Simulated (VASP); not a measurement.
# Lu (Fm-3m) in VASP: further runs

One crystal, Lu, is run at these levels: BLYP; tasks: single point.

Everything below comes from runs of VASP 6.6.1. Logs are shortened: lines on timing, memory, paths and dates and some standing lists are left out, and cuts for length are marked.

## (1) The crystal as given

The structure is cubic, space group Fm-3m (No. 225). The conventional cell has a = 4.915 Å, b = 4.915 Å, c = 4.915 Å, α = 90.00°, β = 90.00°, γ = 90.00°. Lu (site symmetry m-3m) is surrounded by 12 Lu at 3.48 Å.

This isn't the form of Lu at room conditions, which is hcp.

## (2) Single point, BLYP

INCAR reads:

```
PREC = Accurate
ENCUT = 520
EDIFF = 1E-7
ISMEAR = -1
SIGMA = 0.1
LREAL = False
LASPH = True
NELM = 100
ALGO = Normal
ISIF = 2
LWAVE = False
LCHARG = True
GGA = B5
ALDAX = 1.0
AGGAX = 1.0
AGGAC = 1.0
ALDAC = 0.0
LELF = True
LVHAR = True
NBANDS = 18
```

KPOINTS reads:

```
Automatic mesh
0
Gamma
  18 18 18
```

POSCAR reads:

```
Lu
1.0
    0.0000000000      2.4576553022      2.4576553022
    2.4576553022      0.0000000000      2.4576553022
    2.4576553022      2.4576553022      0.0000000000
Lu
1
Direct
    0.0000000000      0.0000000000      0.0000000000
```

Potentials or basis: VASP PAW PBE potentials, release 64 (Lu).

Started as:

```bash
> cat potpaw_PBE.64/Lu/POTCAR > POTCAR
> mpirun -np 1 vasp_std > vasp.out
```

OUTCAR:

```text
PREC = Accurate
   ENCUT = 520
   EDIFF = 1E-7
   ISMEAR = -1
   LREAL = False
   LASPH = True
   NELM = 100
   ISIF = 2
   GGA = B5

 ion  position               nearest neighbor table
   1  0.000  0.000  0.000-

  LATTYP: Found a face centered cubic cell.
 ALAT       =     4.9153106044

  Lattice vectors:

 A1 = (   0.0000000000,   2.4576553022,   2.4576553022)
 A2 = (   2.4576553022,   0.0000000000,   2.4576553022)
 A3 = (   2.4576553022,   2.4576553022,   0.0000000000)

Analysis of symmetry for initial positions (statically):
=====================================================================
 Subroutine PRICEL returns:
 Original cell was already a primitive cell.

 Routine SETGRP: Setting up the symmetry group for a
 face centered cubic supercell.

 Subroutine GETGRP returns: Found 48 space group operations
 (whereof 48 operations were pure point group operations)
 out of a pool of 48 trial point group operations.

The static configuration has the point symmetry O_h .

Analysis of symmetry for dynamics (positions and initial velocities):
=====================================================================
 Subroutine PRICEL returns:
 Original cell was already a primitive cell.

 Routine SETGRP: Setting up the symmetry group for a
 face centered cubic supercell.

 Subroutine GETGRP returns: Found 48 space group operations
 (whereof 48 operations were pure point group operations)
 out of a pool of 48 trial point group operations.

The dynamic configuration has the point symmetry O_h .

 Subroutine INISYM returns: Found 48 space group operations
 (whereof 48 operations are pure point group operations),
 and found     1 'primitive' translations

----------------------------------------------------------------------------------------

                                     Primitive cell

  volume of cell :      29.6888

  direct lattice vectors                    reciprocal lattice vectors
     0.000000000  2.457655302  2.457655302    -0.203445943  0.203445943  0.203445943
     2.457655302  0.000000000  2.457655302     0.203445943 -0.203445943  0.203445943
     2.457655302  2.457655302  0.000000000     0.203445943  0.203445943 -0.203445943

[... 73 lines left out ...]
   ISTART =      0    job   : 0-new  1-cont  2-samecut
   ICHARG =      2    charge: 1-file 2-atom 10-const
   ISPIN  =      1    spin polarized calculation?
   LNONCOLLINEAR =      F non collinear calculations
   LSORBIT =      F    spin-orbit coupling
   LASPH  =      T    aspherical Exc in radial PAW
   ENCUT  =  520.0 eV  38.22 Ry    6.18 a.u.   6.46  6.46  6.46*2*pi/ulx,y,z
   NELM   =    100;   NELMIN=  2; NELMDL= -5     # of ELM steps
   EDIFF  = 0.1E-06   stopping-criterion for ELM
   LREAL  =      F    real-space projection
   EDIFFG = 0.1E-05   stopping-criterion for IOM
   NSW    =      0    number of steps for IOM
   IBRION =     -1    ionic relax: 0-MD 1-quasi-New 2-CG
   NFREE  =      0    steps in history (QN), initial steepest desc. (CG)
   ISIF   =      2    stress and relaxation
   ISYM   =      2    0-nonsym 1-usesym 2-fastsym
   POTIM  = 0.5000    time-step for ionic-motion
   TEBEG  =    0.0;   TEEND  =   0.0 temperature during run
   PSTRESS=    0.0 pullay stress
   NELECT =      25.0000    total number of electrons
   NUPDOWN=      -1.0000    fix difference up-down
   EMIN   =  10.00;   EMAX   =-10.00  energy-range for DOS
   EFERMI =   0.00;   METHOD = LEGACY
   ISMEAR =    -1;   SIGMA  =   0.10  broadening in eV -4-tet -1-fermi 0-gaus
   EFERMI_NEDOS =   21; number of points for ismear=-14 and -15
   IALGO  =     38    algorithm
   IMIX   =      4    mixing-type and parameters
     AMIX     =   0.40;   BMIX     =  1.00
     AMIX_MAG =   1.60;   BMIX_MAG =  1.00
  volume/ion in A,a.u.               =      29.69       200.35
  Fermi-wavevector in a.u.,A,eV,Ry     =   1.545933  2.921389 32.516663  2.389907
  Thomas-Fermi vector in A             =   2.651241
   LORBIT       =      0    0 simple, 1 ext, 2 COOP (PROOUT), +10 PAW based schemes
   GGA     = B5    functional components
   LHFCALC =     F    Hartree Fock is set to
   AEXX    =    0.0000 exact exchange contribution
   IVDW    =     0    specifies the selected vdW correction
   LEPSILON=     F    determine dielectric tensor
   LRPA    =     F    only Hartree local field effects (RPA)
 non-spin polarized calculation
  energy-cutoff  :      520.00
  volume of cell :       29.69
 maximum number of plane-waves:       822
 NGX is ok and might be reduce to    28
   NGX = 13   NGY = 13   NGZ = 13

 number of electron      24.9999998 magnetization

 Free energy of the ion-electron system (eV)
  ---------------------------------------------------
  ext. energy  EPLUGINS =         0.00000000
  ---------------------------------------------------
  free energy    TOTEN  =        -3.49356693 eV

  energy without entropy =       -3.44282249  energy(sigma->0) =       -3.46819471

 E-fermi :   2.7125     XC(G=0): -10.1017

 val. band max:        2.7100669854   @ k =  -0.4444   0.1667   0.0000
 cond. band min:       2.7128713542   @ k =   0.5000   0.3333   0.1667
 fundamental gap:      0.0028043689
 Fermi energy:         2.7125007748

 k-point     1 :       0.0000    0.0000    0.0000
  band No.  band energies     occupation
      1     -53.3897      2.00000
      2     -24.0401      2.00000
      3     -24.0401      2.00000
      4     -24.0401      2.00000
      5      -3.2280      2.00000
      6      -2.4508      2.00000
[... 481 lines left out ...]
      5      -2.4295      2.00000
      6      -2.4048      2.00000
[... 10 lines left out ...]
     17       7.3193      0.00000
     18      12.9522      0.00000

 [... further k-points ...]

------------------------ aborting loop because EDIFF is reached ----------------------------------------

  FORCE on cell =-STRESS in cart. coord.  units (eV):
  Direction    XX          YY          ZZ          XY          YZ          ZX
  --------------------------------------------------------------------------------------
  -------------------------------------------------------------------------------------
  Total        0.0409229      0.0409229      0.0409229      0.0000000      0.0000000      0.0000000
  in kB        2.2084328      2.2084328      2.2084328      0.0000000      0.0000000      0.0000000
  external PRESSURE =       2.2084328 kB  Pullay stress =       0.0000000 kB

 VOLUME and BASIS-vectors are now :
 -----------------------------------------------------------------------------
  energy-cutoff  :      520.00
  volume of cell :       29.69
      direct lattice vectors                 reciprocal lattice vectors
     0.000000000  2.457655302  2.457655302    -0.203445943  0.203445943  0.203445943
     2.457655302  0.000000000  2.457655302     0.203445943 -0.203445943  0.203445943
     2.457655302  2.457655302  0.000000000     0.203445943  0.203445943 -0.203445943

 POSITION                                       TOTAL-FORCE (eV/Angst)
 -----------------------------------------------------------------------------------
      0.00000      0.00000      0.00000        -0.000000      0.000000     -0.000000
 -----------------------------------------------------------------------------------
    total drift:                               -0.000000     -0.000000     -0.000000

  FREE ENERGIE OF THE ION-ELECTRON SYSTEM (eV)
  ---------------------------------------------------
  free  energy   TOTEN  =        -3.4935669251 eV

  energy  without entropy=       -3.4428224936  energy(sigma->0) =       -3.46819471
```

OSZICAR:

```text
N       E                     dE             d eps       ncg     rms          rms(c)
DAV:   1     0.840855908682E+02    0.84086E+02   -0.10254E+04  8630   0.458E+03
DAV:   2     0.261143245087E+01   -0.81474E+02   -0.79840E+02  7284   0.362E+02
DAV:   3    -0.337255065874E+01   -0.59840E+01   -0.59282E+01  8026   0.741E+01
DAV:   4    -0.358873548575E+01   -0.21618E+00   -0.21517E+00  9972   0.117E+01
DAV:   5    -0.359296212797E+01   -0.42266E-02   -0.42207E-02  8164   0.140E+00    0.367E+00
DAV:   6    -0.350301294199E+01    0.89949E-01   -0.35745E-01 11026   0.101E+01    0.156E+00
DAV:   7    -0.349389156874E+01    0.91214E-02   -0.32856E-02  8982   0.149E+00    0.415E-01
DAV:   8    -0.349323910922E+01    0.65246E-03   -0.65666E-03 10872   0.715E-01    0.851E-02
DAV:   9    -0.349356479173E+01   -0.32568E-03   -0.94484E-04  7836   0.339E-01    0.860E-02
DAV:  10    -0.349356519856E+01   -0.40683E-06   -0.10808E-04  9976   0.111E-01    0.784E-03
DAV:  11    -0.349356684556E+01   -0.16470E-05   -0.73693E-06  7860   0.194E-02    0.246E-03
DAV:  12    -0.349356692508E+01   -0.79518E-07   -0.23561E-07  7408   0.398E-03
   1 F= -.34935669E+01 E0= -.34681947E+01  d E =-.507444E-01
```

Wall time 48 s (1 thread of Intel Xeon 6975P-C (Granite Rapids), shared host); peak memory 0.25 GiB.

What came out:

```
Free energy            : -3.4936 eV
Pressure               : 0.2 GPa
Band gap on the k mesh : none (metal or under the smearing width)
```

Levels at points of the mesh, in eV from the Fermi level:
```
           k point  band 8  band 9  band 10  band 11  band 12  band 13  band 14  band 15  band 16  band 17
(0.00, 0.00, 0.00)   -5.12   -5.12    -5.04    -5.04    -5.04     2.05     2.05     2.05     4.30     4.30
(0.50, 0.00, 0.00)   -5.08   -5.06    -5.06    -5.04    -2.57     0.45     1.86     1.86     5.99     5.99
(0.50, 0.50, 0.00)   -5.09   -5.07    -5.07    -5.07    -1.98    -0.87     1.99     6.00     6.48     6.48
```

Caveat: the PAW data sets were made with another functional, which shifts forces and pressure a little. Spin-orbit coupling is left out, which matters for the levels of Lu.

## (3) Single point, BLYP

This run uses another cell than the first one, of 32.06 Å³/atom, 1.080 times its volume.

INCAR reads:

```
PREC = Accurate ; ENCUT = 520
EDIFF = 1E-7 ; ISMEAR = -1
SIGMA = 0.1 ; LREAL = F
LASPH = T ; NELM = 100
ALGO = Fast ; ISIF = 2
LWAVE = F ; LCHARG = F
GGA = B5 ; ALDAX = 1.0
AGGAX = 1.0 ; AGGAC = 1.0
ALDAC = 0.0 ; NBANDS = 18
```

KPOINTS reads:

```
regular mesh
0
Gamma
  12 12 12
```

POSCAR reads:

```
Lu
1.0
    0.0000000000      2.5215188712      2.5215188712
    2.5215188712      0.0000000000      2.5215188712
    2.5215188712      2.5215188712      0.0000000000
Lu
1
Direct
    0.0000000000      0.0000000000      0.0000000000
```

Potentials or basis: VASP PAW PBE potentials, release 64 (Lu).

Started as:

```bash
> cat potpaw_PBE.64/Lu/POTCAR > POTCAR
> mpirun -np 1 vasp_std > vasp.out
```

It took 53 s on 1 thread of Intel Xeon 6975P-C (Granite Rapids), shared host; peak memory 0.19 GiB.

The run converged. Its results:

```
Free energy            : -3.4751 eV
Pressure               : -2.6 GPa
Band gap on the k mesh : none (metal or under the smearing width)
```

Levels at points of the mesh, in eV from the Fermi level:
```tsv
k point	band 10	band 11	band 12	band 13	band 14	band 15
(0.00, 0.00, 0.00)	-5.20	-5.20	-5.20	1.96	1.96	1.96
(0.50, 0.00, 0.00)	-5.22	-5.20	-2.47	0.28	1.79	1.79
(0.50, 0.50, 0.00)	-5.23	-5.22	-1.81	-0.73	1.69	5.54
```

Caveat: the PAW data sets were made with another functional, which shifts forces and pressure a little. Spin-orbit coupling is left out, which matters for the levels of Lu.

## (4) Single point, BLYP

This run uses another cell than the first one, of 26.13 Å³/atom, 0.880 times its volume.

INCAR reads:

```
SYSTEM = Lu
PREC = Accurate
ENCUT = 520
EDIFF = 1E-7
ISMEAR = -1
SIGMA = 0.1
LREAL = .False.
LASPH = .True.
NELM = 80
ALGO = Fast
ISIF = 2
LWAVE = .False.
LCHARG = .False.
GGA = B5
ALDAX = 1.0
AGGAX = 1.0
AGGAC = 1.0
ALDAC = 0.0
NBANDS = 18
```

KPOINTS reads:

```
Automatic mesh
0
Gamma
  12 12 12
  0 0 0
```

POSCAR reads:

```
Lu
1.0
    0.0000000000      2.3551316834      2.3551316834
    2.3551316834      0.0000000000      2.3551316834
    2.3551316834      2.3551316834      0.0000000000
Lu
1
Direct
    0.0000000000      0.0000000000      0.0000000000
```

Started as:

```bash
> cat potpaw_PBE.64/Lu/POTCAR > POTCAR
> mpirun -np 1 vasp_std > vasp.out
```

Run time: 52 s. Hardware: 1 thread of Intel Xeon 6975P-C (Granite Rapids), shared host; peak memory 0.18 GiB.

Results (log left out):

| Item | Value |
| --- | --- |
| Free energy | -3.4195 eV |
| Pressure | 6.9 GPa |
| Band gap on the k mesh | none (metal or under the smearing width) |

Levels at points of the mesh, in eV from the Fermi level:
| k point | band 10 | band 11 | band 12 | band 13 | band 14 | band 15 |
| --- | --- | --- | --- | --- | --- | --- |
| (0.00, 0.00, 0.00) | -4.80 | -4.80 | -4.80 | 2.19 | 2.19 | 2.19 |
| (0.50, 0.00, 0.00) | -4.83 | -4.80 | -2.76 | 0.86 | 1.96 | 1.96 |
| (0.50, 0.50, 0.00) | -4.84 | -4.84 | -2.32 | -1.14 | 2.62 | 6.81 |

Caveat: the PAW data sets were made with another functional, which shifts forces and pressure a little. Spin-orbit coupling is left out, which matters for the levels of Lu.

## (5) Summary

| cell | k mesh | gap on the mesh (eV) | pressure (GPa) |
| --- | --- | --- | --- |
| Fm-3m, 29.69 Å³/atom | 18 × 18 × 18 | none | 0.2 |
| Fm-3m, 32.06 Å³/atom | 12 × 12 × 12 | none | -2.6 |
| Fm-3m, 26.13 Å³/atom | 12 × 12 × 12 | none | 6.9 |

Alike in all rows: task single point; level BLYP; potentials or basis VASP PAW PBE potentials, release 64 (Lu); no spin polarisation; cutoff (eV) 520; smearing fermi-dirac 0.1 eV.

Every run on the cell as given and a fine mesh finds a metal.

Caveats: the PAW data sets were made with another functional, which shifts forces and pressure a little.

Absolute energies hang on the potentials; compare differences alone.
